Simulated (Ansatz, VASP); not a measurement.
## Pd in VASP and in Ansatz

```xyz
1
Lattice="0.0000 1.9711 1.9711 1.9711 0.0000 1.9711 1.9711 1.9711 0.0000" Properties=species:S:1:pos:R:3 pbc="T T T"
Pd    0.0000    0.0000    0.0000
```

Alike in both runs: functional PBE; k mesh 18 × 18 × 18; occupations gaussian, width 0.1 eV; no spin polarisation.

Ansatz relaxed the structure, and its values are those at the end. VASP's run is a single point on that final structure, the one shown.

|  | VASP | Ansatz |
| --- | --- | --- |
| version | VASP 6.6.1 | Ansatz 0.2.0 |
| potentials or method | VASP PAW PBE potentials, release 64 (Pd) | scalar-relativistic, plane waves, PAW |
| plane-wave cutoff (eV) | 520 | 420 |
| valence electrons in the cell | 10 | 18 |

Ansatz gave:

- gap on the k mesh at the Fermi level (eV): none
- pressure (GPa): 0.0

Task: Which values does VASP return?

Result: gap on the k mesh at the Fermi level (eV): none; pressure (GPa): -0.2.

A gap of «none» marks a metal or a gap that the smearing closes. The functional is the same, so the differences come from potentials, cutoffs and numerics. The two sets of potentials don't hold the same shells in valence.
